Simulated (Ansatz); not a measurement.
## ZnS under changes of volume

One of the cells (19.727 Å³/atom); the others are scaled copies at fixed shape and fractional positions:

```xyz
2
Lattice="0.0000 2.7020 2.7020 2.7020 0.0000 2.7020 2.7020 2.7020 0.0000" Properties=species:S:1:pos:R:3 pbc="T T T"
Zn    4.0530    4.0530    4.0530
S     0.0000    0.0000    0.0000
```

| Item | Value |
| --- | --- |
| Program | Ansatz 0.2.0 |
| Functional | r2SCAN50 |
| Potentials or basis | Ansatz PAW |
| Cutoff | 500 eV (not typed: the program's choice for these potentials) |
| k mesh | 5 × 5 × 5 |
| Occupations | fermi-dirac, width 0.05 eV |
| Spin | no spin polarisation |

```tsv
volume (Å³/atom)	energy over the lowest point (meV/atom)	pressure (GPa)	gap on the mesh (eV)
18.543	17.83	5.4	6.41
18.938	7.08	3.3	6.29
19.332	1.31	1.4	6.18
19.727	0.00	-0.3	6.07
20.121	2.68	-1.9	5.96
20.516	9.01	-3.3	5.86
20.910	?	?	?
```

Task: What does the run at 20.910 Å³/atom give?

Result: Energy over the lowest point 18.61 meV/atom; pressure -4.5 GPa; gap on the mesh 5.76 eV.

Worked out: A Birch-Murnaghan fit of order 3 (a polynomial in V^(-2/3)) to the other rows has its minimum at 19.65 Å³/atom with B0 = V·E''(V) = 83 GPa and B' = 4.2. It gives 18.57 meV/atom at 20.910 Å³/atom, against the run's 18.61, and -dE/dV = -4.5 GPa, against -4.5. A straight line through the other rows of the gap, of slope -5.44 eV per unit of ln V (its deformation potential), extrapolates to 5.75 eV, against the run's 5.76.

Energies are extrapolated to zero smearing.

Caveats: odd divisions of the mesh miss points on the zone boundary, where band edges often lie, so the gap on the mesh can be too wide; the PAW data sets come from PBE, with cores solved anew for the run's functional, which leaves a small shift of forces and pressure; the thresholds are loose for stress.
